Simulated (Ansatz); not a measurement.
Geometry optimisation in Ansatz: input, command and trajectory.

```yaml
crystal:
  lattice:
    - [4.4888003735, 0.0, 0.0]
    - [-2.2444001868, 3.887415156, 0.0]
    - [0.0, 0.0, 4.9916224885]
  atoms:
    - { symbol: Se, position: [0.2186265418, 0.0, 0.1666666667] }
    - { symbol: Se, position: [0.0, 0.2186265418, 0.8333333333] }
    - { symbol: Se, position: [0.7813734582, 0.7813734582, 0.5] }
basis:
  ecutwfc: 500
kpoints:
  mp_grid: { grid: [6, 6, 6] }
hamiltonian:
  xc: r2scan
scf:
  occupations: { method: gaussian, width: 0.02 }
output:
  forces: true
  stress: true
  eigenvalues: true
relax:
  adjacent_minimum: "off"
  f_tol: 0.005
  max_steps: 80
  cell: { stress_tol: 0.05 }
```

```bash
ansatz run input.yaml --threads 1 --pin off --max-ram 2560MiB --backend cpu --events-out ev --progress --plain --runs-dir out
```

The calculation used DFT r2SCAN, scalar-relativistic, plane waves, PAW in Ansatz 0.2.0.

Of 4 frames 3 are shown, positions in Å and forces in eV/Å; the SCF threshold varies from step to step. Steps run on the plane waves of an earlier cell, with a Pulay correction in the pressure. The basis is chosen afresh for the last frame, the zero of the energies, and at times for earlier ones too; energy and pressure step there, also at an unchanged geometry.

```xyz
3
Lattice="4.4888 0.0000 0.0000 -2.2444 3.8874 0.0000 0.0000 0.0000 4.9916" Properties=species:S:1:pos:R:3:forces:R:3 pbc="T T T" step=1 free_energy_over_end_meV_per_atom=0.11 pressure_GPa=-0.08
Se    0.9814    0.0000    0.8319   -0.0489    0.0000    0.0000
Se   -0.4907    0.8499    4.1597    0.0245   -0.0424    0.0000
Se    1.7537    3.0375    2.4958    0.0245    0.0424    0.0000
3
Lattice="4.4957 0.0000 0.0000 -2.2479 3.8934 0.0000 0.0000 0.0000 5.0022" Properties=species:S:1:pos:R:3:forces:R:3 pbc="T T T" step=2 free_energy_over_end_meV_per_atom=0.03 pressure_GPa=-0.02
Se    0.9768    0.0000    0.8337    0.0033    0.0000    0.0000
Se   -0.4884    0.8459    4.1685   -0.0016    0.0028    0.0000
Se    1.7595    3.0475    2.5011   -0.0016   -0.0028    0.0000
3
Lattice="4.4976 0.0000 0.0000 -2.2488 3.8950 0.0000 0.0000 0.0000 4.9960" Properties=species:S:1:pos:R:3:forces:R:3 pbc="T T T" step=4 free_energy_over_end_meV_per_atom=0.00 pressure_GPa=0.01
Se    0.9777    0.0000    0.8327    0.0012    0.0000    0.0000
Se   -0.4888    0.8467    4.1634   -0.0006    0.0010    0.0000
Se    1.7600    3.0484    2.4980   -0.0006   -0.0010    0.0000
```

It took 63 s on 1 thread of Arm Neoverse V2, on a shared host, peak memory 0.55 GiB.

The cell holds chains, and r2SCAN describes their binding at middle range but leaves out its long-range dispersion part.